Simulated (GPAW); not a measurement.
A run of GPAW 26.7.0:

The input run.py:

```python
from ase.dft.bandgap import bandgap
from ase.io import read, write
from ase.units import Bohr, GPa
from gpaw import GPAW, PW
from gpaw.elf import elf_from_dft_calculation

atoms = read('POSCAR')

calc = GPAW(mode=PW(800),
            xc='PBE',
            kpts={'size': (10, 10, 5), 'gamma': True},
            occupations={'name': 'fermi-dirac', 'width': 0.05},
            nbands=18,
            convergence={'density': 1e-05, 'energy': 1e-05},
            maxiter=150,
            txt='gpaw.txt')
atoms.calc = calc
energy = atoms.get_potential_energy()
forces = atoms.get_forces()
stress = atoms.get_stress()
calc.write('gs.gpw')
write('result.traj', atoms)
print(f'Energy: {energy:.6f} eV')
print('Forces (eV/A):')
print(forces.round(4))
print('Stress (GPa):', (stress / GPa).round(3))
print('Fermi level:', round(calc.get_fermi_level(), 4), 'eV')
print(f'Gap: {bandgap(calc)[0]:.4f} eV, direct: {bandgap(calc, direct=True)[0]:.4f} eV')

# fields on the real-space grid
write('density.cube', atoms, data=calc.get_pseudo_density() * Bohr**3)
write('potential.cube', atoms, data=calc.get_electrostatic_potential())
write('elf.cube', atoms, data=elf_from_dft_calculation(calc).data)

path = atoms.cell.bandpath('GMKGALHA,LM,KH', npoints=60, eps=1e-4)
bs_calc = calc.fixed_density(kpts=path, symmetry='off', nbands=29,
                             convergence={'bands': 'CBM+6.0', 'eigenstates': 1e-6}, txt='bands.txt')
bs = bs_calc.band_structure()
bs.write('bs.json')
print(f'Gap on the path: {bandgap(bs_calc)[0]:.4f} eV')
```

File POSCAR:

```
GaN
1.0
    3.1800000000      0.0000000000      0.0000000000
   -1.5900000000      2.7539607840      0.0000000000
    0.0000000000      0.0000000000      5.1660000000
Ga N
2 2
Direct
    0.6666666667      0.3333333333      0.5000000000
    0.3333333333      0.6666666667      0.0000000000
    0.6666666667      0.3333333333      0.8750000000
    0.3333333333      0.6666666667      0.3750000000
```

Potentials or basis: GPAW PAW data sets (gpaw-data 1.2.1), pw.

The run is started by

```console
$ OMP_NUM_THREADS=1 python run.py
```

Hardware: 1 thread of Arm Neoverse V2 (shared host).

Task: How long does it take, and how much memory?

Result: It took 63 s on 1 thread of Arm Neoverse V2, with other jobs on the host, peak memory 0.34 GiB. Counts: scf iterations 15, plane waves 2352, bands 18, k points 58.
